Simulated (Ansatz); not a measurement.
Runs of Ansatz 0.2.0 on SiC (Moissanite). Symmetry: P6_3mc, No. 186, hexagonal system. The conventional cell has a = 3.076 Å, b = 3.076 Å, c = 5.048 Å, α = 90.00°, β = 90.00°, γ = 120.00°. Si (site symmetry 3m) has 4 C at 1.87 to 1.94 Å as nearest neighbours. C (site symmetry 3m) has 4 Si at 1.87 to 1.94 Å as nearest neighbours. 

| task | level | cutoff (eV) | basis error allowed | gap on the mesh (eV) | pressure (GPa) | V0 of scaled cells (Å³/atom) | B0 (GPa) | largest force (eV/Å) |
| --- | --- | --- | --- | --- | --- | --- | --- | --- |
| band structure | LDA | 327 | 0.002 eV/atom | 2.37 | -4.0 | - | - | (a) |
| single point | PBE | 356 | 0.001 eV/atom | 2.48 | (c) | - | - | 0.75 |
| equation of state | PBEsol | - | 0.002 eV/atom | - | - | 10.35 | 222 | - |
| single point | PBEsol | 357 | 0.001 eV/atom | 2.33 | 0.2 | - | - | 0.75 |
| equation of state | PBEsol | - | 0.001 eV/atom | - | - | 10.35 | 222 | - |
| band structure | PBEsol | 325 | 0.002 eV/atom | 2.33 | 0.2 | - | - | 0.75 |
| equation of state | PBE | - | 0.001 eV/atom | - | - | 10.52 | 213 | - |
| equation of state | LDA | - | 0.002 eV/atom | - | - | 10.16 | (b) | - |

Alike in all rows: potentials or basis all-electron LAPW, scalar-relativistic; no spin polarisation; cell as given; k mesh 10 × 10 × 5; smearing fermi-dirac 0.05 eV.

Q: Estimate the missing entries.

A: (a) 0.73; (b) 230; (c) 3.7.

Caveats: the cell was scaled at fixed shape and fractional positions, which overstates the stiffness of a crystal with free parameters, most of all of layers and chains (some runs); the mesh misses the band edges, which the band path finds closer together (some runs); an odd mesh through Γ misses points on the zone boundary, where band edges often lie (some runs).

Not every run made on this cell is shown here.
